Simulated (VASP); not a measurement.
# SiSe2 (Ibam) in VASP: single point with r2SCAN

Aim: the single point of SiSe2 with r2SCAN.

Program: VASP 6.6.1. These are calculated values, not measurements. Logs are shortened: lines on timing, memory, paths and dates and some standing lists are left out, and cuts for length are marked.

### 1 The structure

It takes space group Ibam (No. 72, orthorhombic). The conventional cell has a = 6.224 Å, b = 10.020 Å, c = 5.871 Å, α = 90.00°, β = 90.00°, γ = 90.00°. Si (site symmetry 222) has 4 Se at 2.28 Å as nearest neighbours. Around Se (site symmetry m) lie 2 Si at 2.28 Å.

The cell is a database's computed one.

### 2 Single point, r2SCAN

POSCAR

```
SiSe2
1.0
   -3.1120170000      5.0102210000      2.9354490000
    3.1120170000     -5.0102210000      2.9354490000
    3.1120170000      5.0102210000     -2.9354490000
Si Se
2 4
Direct
    0.7500000000      0.7500000000      0.0000000000
    0.2500000000      0.2500000000      0.0000000000
    0.1206520000      0.2032190000      0.3238710000
    0.8793480000      0.7967810000      0.6761290000
    0.3793480000      0.7032190000      0.0825670000
    0.6206520000      0.2967810000      0.9174330000
```

INCAR.step1

```
  PREC = Accurate
  ENCUT = 520
  ISMEAR = 0
  SIGMA = 0.02
  LREAL = False
  LASPH = True
  NELM = 100
  NBANDS = 25
  GGA = PE
  ALGO = Normal
  EDIFF = 1E-4
  LWAVE = True
  LCHARG = False
```

INCAR.step2

```
  PREC = Accurate
  ENCUT = 520
  EDIFF = 1E-7
  ISMEAR = 0
  SIGMA = 0.02
  LREAL = False
  LASPH = True
  NELM = 100
  ALGO = Normal
  ISIF = 2
  LWAVE = False
  LCHARG = True
  METAGGA = R2SCAN
  LMIXTAU = True
  LELF = True
  LVHAR = True
  NBANDS = 25
  ISTART = 1
```

KPOINTS

```
regular mesh
0
Gamma
  6 6 6
```

Potentials or basis: VASP PAW PBE potentials, release 64 (Si, Se).

Started as:

```sh
> cat potpaw_PBE.64/Si/POTCAR potpaw_PBE.64/Se/POTCAR > POTCAR
> cp INCAR.step1 INCAR
> mpirun -np 1 vasp_std > vasp.out
> cp INCAR.step2 INCAR
> mpirun -np 1 vasp_std > vasp.out
```

OUTCAR:

```text
PREC = Accurate
   ENCUT = 520
   EDIFF = 1E-7
   ISMEAR = 0
   LREAL = False
   LASPH = True
   NELM = 100
   ISIF = 2
   METAGGA = R2SCAN
   ISTART = 1

 ion  position               nearest neighbor table
   1  0.750  0.750  0.000-   3 2.28   4 2.28   5 2.28   6 2.28   2 2.94   2 2.94
   2  0.250  0.250  0.000-   3 2.28   4 2.28   5 2.28   6 2.28   1 2.94   1 2.94
   3  0.121  0.203  0.324-   1 2.28   2 2.28
   4  0.879  0.797  0.676-   1 2.28   2 2.28
   5  0.379  0.703  0.083-   1 2.28   2 2.28
   6  0.621  0.297  0.917-   1 2.28   2 2.28

  LATTYP: Found a body centered orthorhombic cell.
 ALAT       =     5.8708980000
 B/A-ratio  =     1.0601502530
 C/A-ratio  =     1.7067988577

  Lattice vectors:

 A1 = (   3.1120170000,   5.0102210000,  -2.9354490000)
 A2 = (  -3.1120170000,   5.0102210000,   2.9354490000)
 A3 = (   3.1120170000,  -5.0102210000,   2.9354490000)

Analysis of symmetry for initial positions (statically):
=====================================================================
 Subroutine PRICEL returns:
 Original cell was already a primitive cell.

 Routine SETGRP: Setting up the symmetry group for a
 body centered orthorhombic supercell.

 Subroutine GETGRP returns: Found  8 space group operations
 (whereof  4 operations were pure point group operations)
 out of a pool of  8 trial point group operations.

The static configuration has the point symmetry C_2h.
 The point group associated with its full space group is D_2h.

Analysis of symmetry for dynamics (positions and initial velocities):
=====================================================================
 Subroutine PRICEL returns:
 Original cell was already a primitive cell.

 Routine SETGRP: Setting up the symmetry group for a
 body centered orthorhombic supercell.

 Subroutine GETGRP returns: Found  8 space group operations
 (whereof  4 operations were pure point group operations)
 out of a pool of  8 trial point group operations.

The dynamic configuration has the point symmetry C_2h.
 The point group associated with its full space group is D_2h.

 Subroutine INISYM returns: Found  8 space group operations
 (whereof  4 operations are pure point group operations),
 and found     1 'primitive' translations

----------------------------------------------------------------------------------------

                                     Primitive cell

  volume of cell :     183.0768

  direct lattice vectors                    reciprocal lattice vectors
    -3.112017000  5.010221000  2.935449000     0.000000000  0.099795997  0.170331694
     3.112017000 -5.010221000  2.935449000     0.160667503  0.000000000  0.170331694
     3.112017000  5.010221000 -2.935449000     0.160667503  0.099795997  0.000000000

  length of vectors
     6.588157945  6.588157945  6.588157945     0.197413594  0.234151516  0.189138276

  position of ions in fractional coordinates (direct lattice)
     0.750000000  0.750000000  0.000000000
     0.250000000  0.250000000  0.000000000
     0.120652000  0.203219000  0.323871000
     0.879348000  0.796781000  0.676129000
     0.379348000  0.703219000  0.082567000
     0.620652000  0.296781000  0.917433000

  ion indices of the primitive-cell ions
   primitive index   ion index
                 1           1
                 2           2
                 3           3
                 4           4
                 5           5
                 6           6

----------------------------------------------------------------------------------------

 KPOINTS: regular mesh

Automatic generation of k-mesh.
 Grid dimensions read from file:
 generate k-points for:    6    6    6

 Generating k-lattice:

  Cartesian coordinates                     Fractional coordinates (reciprocal lattice)
     0.000000000  0.016632666  0.028388616     0.166666667  0.000000000 -0.000000000
     0.026777917  0.000000000  0.028388616     0.000000000  0.166666667 -0.000000000
     0.026777917  0.016632666  0.000000000     0.000000000  0.000000000  0.166666667

  Length of vectors
     0.032902266  0.039025253  0.031523046

  Shift w.r.t. Gamma in fractional coordinates (k-lattice)
     0.000000000  0.000000000  0.000000000

 Subroutine IBZKPT returns following result:
 ===========================================

 Found     46 irreducible k-points:

 Following reciprocal coordinates:
            Coordinates               Weight
  0.000000  0.000000  0.000000      1.000000
  0.166667  0.000000 -0.000000      4.000000
  0.333333  0.000000 -0.000000      4.000000
  0.500000  0.000000  0.000000      2.000000
  0.000000  0.166667 -0.000000      4.000000
  0.166667  0.166667  0.000000      8.000000
[... 16 lines left out ...]
 -0.166667  0.166667  0.166667      2.000000
  0.166667  0.333333  0.166667      4.000000
 [... further k-points ...]
   k-points           NKPTS =     46   k-points in BZ     NKDIM =     46   number of bands    NBANDS=     25
   number of dos      NEDOS =    301   number of ions     NIONS =      6
   total plane-waves  NPLWV = 125000
   dimension x,y,z NGX =    50 NGY =   50 NGZ =   50
   dimension x,y,z NGXF=   100 NGYF=  100 NGZF=  100
   ions per type =               2   4
   NGX,Y,Z   is equivalent  to a cutoff of  12.62, 12.62, 12.62 a.u.
   NGXF,Y,Z  is equivalent  to a cutoff of  25.23, 25.23, 25.23 a.u.
 SYSTEM =  unknown system
   PREC   = accura    normal or accurate (medium, high low for compatibility)
   ISTART =      1    job   : 0-new  1-cont  2-samecut
   ICHARG =      0    charge: 1-file 2-atom 10-const
   ISPIN  =      1    spin polarized calculation?
   LNONCOLLINEAR =      F non collinear calculations
   LSORBIT =      F    spin-orbit coupling
   LASPH  =      T    aspherical Exc in radial PAW
   ENCUT  =  520.0 eV  38.22 Ry    6.18 a.u.  12.25 12.25 12.25*2*pi/ulx,y,z
   NELM   =    100;   NELMIN=  2; NELMDL=  0     # of ELM steps
   EDIFF  = 0.1E-06   stopping-criterion for ELM
   LREAL  =      F    real-space projection
   EDIFFG = 0.1E-05   stopping-criterion for IOM
   NSW    =      0    number of steps for IOM
   IBRION =     -1    ionic relax: 0-MD 1-quasi-New 2-CG
   NFREE  =      0    steps in history (QN), initial steepest desc. (CG)
   ISIF   =      2    stress and relaxation
   ISYM   =      2    0-nonsym 1-usesym 2-fastsym
   POTIM  = 0.5000    time-step for ionic-motion
   TEBEG  =    0.0;   TEEND  =   0.0 temperature during run
   PSTRESS=    0.0 pullay stress
   NELECT =      32.0000    total number of electrons
   NUPDOWN=      -1.0000    fix difference up-down
   EMIN   =  10.00;   EMAX   =-10.00  energy-range for DOS
   EFERMI =   0.00;   METHOD = LEGACY
   ISMEAR =     0;   SIGMA  =   0.02  broadening in eV -4-tet -1-fermi 0-gaus
   EFERMI_NEDOS =   21; number of points for ismear=-14 and -15
   IALGO  =     38    algorithm
   IMIX   =      4    mixing-type and parameters
     AMIX     =   0.40;   BMIX     =  1.00
     AMIX_MAG =   1.60;   BMIX_MAG =  1.00
  volume/ion in A,a.u.               =      30.51       205.91
  Fermi-wavevector in a.u.,A,eV,Ry     =   0.915336  1.729734 11.399496  0.837839
  Thomas-Fermi vector in A             =   2.040065
   LORBIT       =      0    0 simple, 1 ext, 2 COOP (PROOUT), +10 PAW based schemes
   METAGGA = R2SCAN    functional components
   LHFCALC =     F    Hartree Fock is set to
   AEXX    =    0.0000 exact exchange contribution
   IVDW    =     0    specifies the selected vdW correction
   LEPSILON=     F    determine dielectric tensor
   LRPA    =     F    only Hartree local field effects (RPA)
 non-spin polarized calculation
 Gauss-broadening in eV      SIGMA  =   0.02
  energy-cutoff  :      520.00
  volume of cell :      183.08
 maximum number of plane-waves:      4951
 NGX is ok and might be reduce to    50
   NGX = 25   NGY = 25   NGZ = 25

 number of electron      32.0000000 magnetization

 Free energy of the ion-electron system (eV)
  ---------------------------------------------------
  ext. energy  EPLUGINS =         0.00000000
  ---------------------------------------------------
  free energy    TOTEN  =       -77.87306136 eV

  energy without entropy =      -77.87306136  energy(sigma->0) =      -77.87306136

 E-fermi :   1.0332     XC(G=0):  -8.2066

 val. band max:        0.9296704530   @ k =  -0.3333   0.3333   0.3333
 cond. band min:       3.2421242707   @ k =   0.5000   0.5000   0.5000
 fundamental gap:      2.3124538177
 Fermi energy:         1.0331899696

 k-point     1 :       0.0000    0.0000    0.0000
  band No.  band energies     occupation
      1     -13.9926      2.00000
      2     -12.1616      2.00000
      3     -11.7745      2.00000
      4     -11.6203      2.00000
      5      -6.8551      2.00000
      6      -5.5182      2.00000
[... 17 lines left out ...]
     24       7.4552      0.00000
     25       7.8331      0.00000

 k-point     2 :       0.1667    0.0000   -0.0000
  band No.  band energies     occupation
      1     -13.8960      2.00000
      2     -12.3234      2.00000
      3     -11.7822      2.00000
      4     -11.6488      2.00000
      5      -6.6815      2.00000
      6      -5.4863      2.00000
[... 17 lines left out ...]
     24       7.2251      0.00000
     25       7.8222      0.00000

 k-point     3 :       0.3333    0.0000   -0.0000
  band No.  band energies     occupation
      1     -13.6184      2.00000
      2     -12.7244      2.00000
      3     -11.7899      2.00000
      4     -11.7126      2.00000
      5      -6.2363      2.00000
      6      -5.4997      2.00000
[... 552 lines left out ...]
 k-point    23 :      -0.1667    0.1667    0.1667
  band No.  band energies     occupation
      1     -13.9357      2.00000
      2     -12.1667      2.00000
      3     -11.8307      2.00000
      4     -11.6887      2.00000
      5      -6.8703      2.00000
      6      -5.3570      2.00000
[... 17 lines left out ...]
     24       7.5479      0.00000
     25       7.8898      0.00000

 k-point    24 :       0.1667    0.3333    0.1667
  band No.  band energies     occupation
      1     -13.1772      2.00000
      2     -13.1772      2.00000
      3     -11.8017      2.00000
      4     -11.8017      2.00000
      5      -5.7824      2.00000
      6      -5.7824      2.00000
[... 17 lines left out ...]
     24       6.9305      0.00000
     25       8.9440      0.00000

 [... further k-points ...]
[... 5 lines left out ...]
  --------------------------------------------------------------------------------------
  -------------------------------------------------------------------------------------
  Total        0.0060458     -0.0160448      0.1040883      0.0000000      0.0000000      0.0000000
  in kB        0.0529088     -0.1404146      0.9109175      0.0000000      0.0000000      0.0000000
  external PRESSURE =       0.2744706 kB  Pullay stress =       0.0000000 kB

 VOLUME and BASIS-vectors are now :
 -----------------------------------------------------------------------------
  energy-cutoff  :      520.00
  volume of cell :      183.08
      direct lattice vectors                 reciprocal lattice vectors
    -3.112017000  5.010221000  2.935449000     0.000000000  0.099795997  0.170331694
     3.112017000 -5.010221000  2.935449000     0.160667503  0.000000000  0.170331694
     3.112017000  5.010221000 -2.935449000     0.160667503  0.099795997  0.000000000

 POSITION                                       TOTAL-FORCE (eV/Angst)
 -----------------------------------------------------------------------------------
      0.00000      0.00000      4.40317        -0.000000      0.000000     -0.000000
      0.00000      0.00000      1.46772         0.000000      0.000000     -0.000000
      1.26484      1.20899     -0.00000         0.000679     -0.004161     -0.000000
      1.84718      3.80123      2.93545        -0.000679      0.004161      0.000000
      1.26484     -1.20899      2.93545         0.000679      0.004161      0.000000
      1.84718      6.21921      0.00000        -0.000679     -0.004161     -0.000000
 -----------------------------------------------------------------------------------
    total drift:                               -0.000000      0.000000     -0.000000

  FREE ENERGIE OF THE ION-ELECTRON SYSTEM (eV)
  ---------------------------------------------------
  free  energy   TOTEN  =       -77.8730613648 eV

  energy  without entropy=      -77.8730613648  energy(sigma->0) =      -77.87306136
```

Run time: 12 min. Hardware: 1 thread of AMD EPYC 9R45 (Zen 5), shared host; peak memory 0.45 GiB.

Results:

```
Free energy            : -77.8731 eV
Pressure               : 0.0 GPa
Largest force          : 0.004 eV/Å
Band gap on the k mesh : 2.31 eV, indirect (least direct gap 2.43 eV)
```

Forces in eV/Å, atoms in the order of the input:
```
Si   0.000  0.000  0.000
Si   0.000  0.000  0.000
Se   0.001 -0.004  0.000
Se  -0.001  0.004  0.000
Se   0.001  0.004  0.000
Se  -0.001 -0.004  0.000
```

Stress tensor (GPa, compression positive):
```
 0.01  0.00  0.00
 0.00 -0.01  0.00
 0.00  0.00  0.09
```

Caveat: the PAW data sets were made with another functional, which shifts forces and pressure a little. r2SCAN opens gaps a little over a GGA but as a rule still falls short of measured ones.
